The bulk modulus $B$ is the pressure needed per relative loss of volume, so a larger value means a stiffer crystal. For ZnS it is computed here at each row's own rest volume, where that row's energy is lowest. All eight rows come from one program; what changes is the functional, the added dispersion correction (D3 or D4), the potentials and, for PBE, the wave cutoff.

GPAW 26.7.0, plane-wave Kohn-Sham DFT without spin polarization for ZnS (F-43m, 2-atom cell), with Fermi-Dirac smearing of 0.05 eV. Each computed bulk modulus comes from a fit to energies at seven volumes, 0.94 to 1.06 times the input volume of 19.73 Å³/atom. The measured bulk modulus is 76.9 GPa (bulk crystal, arXiv:0911.5022).

```
        program     functional            how the value is got                                  potentials or basis  wave cutoff (eV)  k-mesh  computed bulk modulus (GPa)  computed over measured, less one (%)
GPAW 26.7.0 (1)            PBE  fit, rest volume 20.23 Å³/atom                                        SG15 ONCV 1.2              1100   7x7x7                         68.4                                 -11.1
GPAW 26.7.0 (2)           PW91  fit, rest volume 20.08 Å³/atom  PAW data sets made by gpaw setup for the functional               600   7x7x7                         70.7                                  -8.1
GPAW 26.7.0 (3)        C09-vdW  fit, rest volume 19.69 Å³/atom                 GPAW PAW data sets (gpaw data 1.2.1)               600   7x7x7                         74.6                                  -3.0
GPAW 26.7.0 (4)        OLYP+D4  fit, rest volume 18.99 Å³/atom  PAW data sets made by gpaw setup for the functional               600   7x7x7                         75.4                                  -2.0
GPAW 26.7.0 (5)    BLYP+D3(BJ)  fit, rest volume 19.35 Å³/atom  PAW data sets made by gpaw setup for the functional               600   7x7x7                         76.5                                  -0.5
GPAW 26.7.0 (6)      revPBE+D4  fit, rest volume 19.30 Å³/atom                 GPAW PAW data sets (gpaw data 1.2.1)               600   7x7x7                         76.8                                  -0.1
GPAW 26.7.0 (7)      revPBE+D3  fit, rest volume 19.28 Å³/atom                 GPAW PAW data sets (gpaw data 1.2.1)               600   7x7x7                         82.9                                   7.8
GPAW 26.7.0 (8)  PBEsol+D3(BJ)  fit, rest volume 18.70 Å³/atom  PAW data sets made by gpaw setup for the functional               600   7x7x7                         84.4                                   9.8
```

**1. Which rows are softest and stiffest, and what goes with it?**

PBE is softest at 68.4 GPa and PBEsol+D3(BJ) is stiffest at 84.4 GPa. The gap of 16 GPa is about a fifth of the measured modulus. PBE also has the largest rest volume and PBEsol+D3(BJ) the smallest. That is the expected direction: atoms pushed closer together repel more steeply, so a tighter cell resists further squeezing more strongly.

For PBE the volume explains nearly the whole error. Brought to the input cell of 19.73 Å³/atom, close to the real crystal's volume as far as I recall it, the PBE crystal has a modulus of 77 GPa. PBE thus looks soft mainly because it lets the crystal swell, a well-known habit of this functional.

**2. Is volume the whole story?**

Take the limiting case in which every row follows one and the same energy curve and is merely squeezed to its rest volume by a different outside pressure. The PW91 crystal, compressed to the rest volume of OLYP+D4, would then have a modulus of 90 GPa. The OLYP+D4 row gives only 75.4 GPa. A small cell alone therefore does not make a stiff crystal, and it matters how the cell was made small.

**3. What does an added attraction do to the stiffness?**

Two limiting cases show it. If the attraction pulled inward with the same force per area at every volume, it would act like an outside pressure: the cell would shrink and stiffen. If instead it had no pull at the rest volume but began to pull as soon as the crystal was compressed, the cell would keep its size and become softer, because the attraction would then help whoever squeezes it.

A real dispersion correction does both. At the corrected rest volume the functional's own repulsion just balances the inward pull $P$, so the crystal that the functional alone describes behaves as if it were under the pressure $P$. With $B_f$ the modulus of the functional alone, $B'$ the gain in modulus per unit of pressure, and $C$ the softening caused by the growth of the pull on compression,

$$B \approx B_f + B'P - C .$$

For revPBE+D4 the functional alone gives 63.7 GPa, an estimate because its minimum lies near the edge of the computed volumes, and the pull is 5.6 GPa. With $B' \approx 4.4$, taken from the PW91 row, the pull adds 24.6 GPa, while the softening removes 11.3 GPa. The sum, $63.7 + 24.6 - 11.3 = 77.0$ GPa, compares with 76.8 GPa in the table.

The same sum also comes within 1 GPa for revPBE+D3 and PBEsol+D3(BJ). Since $B_f$, $P$ and $C$ come from the same energy curves as the table, the split itself holds by construction. What is tested is only that the gain in modulus is nearly proportional to the pull, with $B'$ borrowed from another functional; whether the functionals are right is not tested. For BLYP and OLYP the minimum without correction lies outside the range of volumes computed, so the sum could not be tested there. The printed output after this text lists pull and softening for every row.

**4. What changes if D4 is replaced by D3?**

The two revPBE rows answer this cleanly, because their energies agree once the correction is taken off. The modulus rises by 6.1 GPa, although the rest volume hardly moves. Both corrections pull inward with nearly the same force, hence the equal volumes. The softening, however, is 11.3 GPa with D4 and only 5.5 GPa with D3, and this accounts for almost the entire difference.

The other rows hint at why D3 softens less. With D4 and with D3(BJ) the softening is about twice the pull in every row; with plain D3 the two are about equal. D3(BJ) differs from plain D3 chiefly in how it damps the attraction between close atoms, so the damping is the likely cause. Two corrections can thus agree on the size of a crystal and disagree on its stiffness, since size depends on the slope of the energy and stiffness on its curvature.

**5. Does a dispersion correction improve the modulus?**

That depends on where the functional stands without it. In all five corrected rows the estimated stiffening exceeds the softening, so the correction pushes the modulus up. revPBE alone is far too loose, 17% below the measured modulus, and D4 lifts it to the measured value, while D3 carries it 7.8% above. PBEsol alone is already 3% above, and D3(BJ) carries it to 9.8% above.

The neighbouring case can be guessed from this. A functional that overexpands the crystal has room for an extra attraction, whereas one that already gives a compact cell is driven too far.

**6. Does the error of −0.1% make revPBE+D4 the best description of ZnS?**

The modulus alone cannot decide that. The row reaches its value in a cell about 2% smaller than the input cell. Brought to the input volume, the same crystal has a modulus of only 70 GPa, clearly below the measurement. Too small a cell and too soft an energy curve offset each other.

C09-vdW, which has its dispersion built into the functional, makes a useful contrast. It rests almost exactly at the input volume and misses the measured modulus by −3.0%. Because its volume is close to the real one, there is less room for such an offset, even though the error is larger.

**7. Which digits can be trusted?**

At most the whole GPa can be trusted, because no pair of rows tests the mesh or the cutoff on its own. For PBE even the whole GPa is uncertain by about one unit. For PBE, the modulus derived from the computed stresses is 69.4 GPa instead of the 68.4 GPa derived from the energies. PW91 lies 2.3 GPa above PBE, but the two rows also use different potentials and cutoffs, so this gap cannot be credited to the functional. The 6.1 GPa between D3 and D4 is firmer, because those two rows share everything but the correction.

The measured side has its own limit. It is a single value that includes thermal and zero-point motion, which usually soften a crystal by a few percent, whereas the computed moduli leave both out. Errors of −0.1%, −0.5% and −2.0% therefore do not rank the functionals.

In practice, a computed modulus should be read together with its rest volume. If the volume is right, a small error in the modulus is less likely to hide larger ones; if the modulus is right in a cell of the wrong size, two errors have met, and they need not cancel in the next material.

Printed output of the fit:

```
Volume and dispersion (moduli and pressures in GPa):
              row  rest volume (Å³/atom)  modulus at the input volume 19.73  PW91 crystal brought to this rest volume  inward pull of the correction  stiffening by the pull  softening by the bend
  GPAW 26.7.0 (1)                  20.22                              77.22                                     68.49                              0                       0                      0
  GPAW 26.7.0 (2)                  20.08                              76.39                                      70.7                              0                       0                      0
  GPAW 26.7.0 (3)                  19.69                              73.99                                     77.04                              0                       0                      0
  GPAW 26.7.0 (4)                  18.99                              63.79                                     90.29                          8.276                   36.25                  16.96
  GPAW 26.7.0 (5)                  19.35                               70.2                                     83.04                          6.445                   28.23                  12.04
  GPAW 26.7.0 (6)                   19.3                              69.65                                     84.13                          5.619                   24.61                   11.3
  GPAW 26.7.0 (7)                  19.28                              74.23                                     84.49                          5.703                   24.98                  5.487
  GPAW 26.7.0 (8)                   18.7                              66.73                                     96.48                          2.308                   10.11                  4.585
revPBE without correction, rest volume (Å³/atom): 20.79
revPBE without correction, bulk modulus (GPa): 63.67
revPBE without correction, computed over measured less one (%): -17.21
PBEsol without correction, rest volume (Å³/atom): 19.23
PBEsol without correction, bulk modulus (GPa): 78.97
PBEsol without correction, computed over measured less one (%): 2.686
Sum of parts for revPBE+D4 (GPa): 76.99
Sum of parts for revPBE+D3 (GPa): 83.16
Sum of parts for PBEsol+D3(BJ) (GPa): 84.5
revPBE+D3 less revPBE+D4, bulk modulus (GPa): 6.1
Softening by the bend, D4 less D3 on revPBE (GPa): 5.813
PW91 less PBE, bulk modulus (GPa): 2.3
PBE bulk modulus from the stresses instead of the energies (GPa): 69.45
Largest less smallest computed bulk modulus (GPa): 16
```
